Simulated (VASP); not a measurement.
A run of VASP 6.6.1 is set up as follows.

Contents of INCAR:

```
SYSTEM = Si
PREC = Accurate
ENCUT = 520
EDIFF = 1E-6
ISMEAR = 0
SIGMA = 0.02
LREAL = .False.
LASPH = .True.
NELM = 100
ALGO = Normal
ISIF = 2
LWAVE = .False.
LCHARG = .False.
NBANDS = 11
```

KPOINTS

```
regular mesh
0
Gamma
  12 12 12
  0 0 0
```

POSCAR

```
Si
1.0
    0.0000000000      2.7009841766      2.7009841766
    2.7009841766      0.0000000000      2.7009841766
    2.7009841766      2.7009841766      0.0000000000
Si
2
Direct
    0.7500000000      0.7500000000      0.7500000000
    0.5000000000      0.5000000000      0.5000000000
```

Potentials or basis: VASP PAW LDA potentials, release 64 (Si).

Run with:

```bash
$ cat potpaw_LDA.64/Si/POTCAR > POTCAR
$ mpirun -np 1 vasp_std > vasp.out
```

Question: Predict the pressure.

Answer: 0.0 GPa.

Question: Predict the band gap on the k mesh.

Answer: 0.44 eV, indirect (least direct gap 2.53 eV).

A k mesh can miss the band edges.
